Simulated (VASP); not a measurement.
Set up this calculation in VASP 6.6.1, as the native input.

```yaml
Task: relaxation of cell and atoms
Functional: RPBE
Potentials_or_basis: VASP PAW PBE potentials, release 64 (W_sv, C)
Cutoff: 600 eV
k_mesh: 15 × 15 × 13
Occupations: methfessel-paxton, width 0.1 eV
Spin: no spin polarisation
Further_INCAR_settings: ALGO = Normal; EDIFF = 1e-07; IBRION = 2; EDIFFG = -0.005; NSW = 90; ISIF = 3
```

The structure of WC (Qusongite) lies in POSCAR:

```
WC                                      
1.0
    2.9350555487     -0.0000000000     -0.0000000000
   -1.4675277743      2.5418326667      0.0000000000
    0.0000000000     -0.0000000000      2.8596511706
  W               C             
     1     1
Direct
     0.0000000000000000    0.0000000000000000    0.0000000000000000
     0.6666666667000030    0.3333333332999970    0.5000000000000000
```

One way to write it, as run:

INCAR

```
SYSTEM = WC
  PREC = Accurate
  ENCUT = 600
  EDIFF = 1E-7
  ISMEAR = 1
  SIGMA = 0.1
  LREAL = .FALSE.
  LASPH = .TRUE.
  NELM = 80
  ALGO = Normal
  ISIF = 3
  LWAVE = .FALSE.
  LCHARG = .FALSE.
  GGA = RP
  IBRION = 2
  NSW = 90
  EDIFFG = -0.005
```

KPOINTS

```
Automatic mesh
0
G
  15 15 13
  0 0 0
```

Potentials or basis: VASP PAW PBE potentials, release 64 (W_sv, C).

Command:

```sh
$ cat potpaw_PBE.64/W_sv/POTCAR potpaw_PBE.64/C/POTCAR > POTCAR
$ mpirun -np 1 vasp_std > vasp.out
```

Results of the run:

The pressure after relaxing is 0.0 GPa. The band gap on the k mesh is none (metal or under the smearing width).

Caveat: the relaxation stopped at its first step, so nothing moved; the PAW data sets were made with another functional, which shifts forces and pressure a little.

It took 16 s on 1 thread of Intel(R) Xeon(R) 6975P-C (Granite Rapids), on a shared host, peak memory 0.19 GiB.
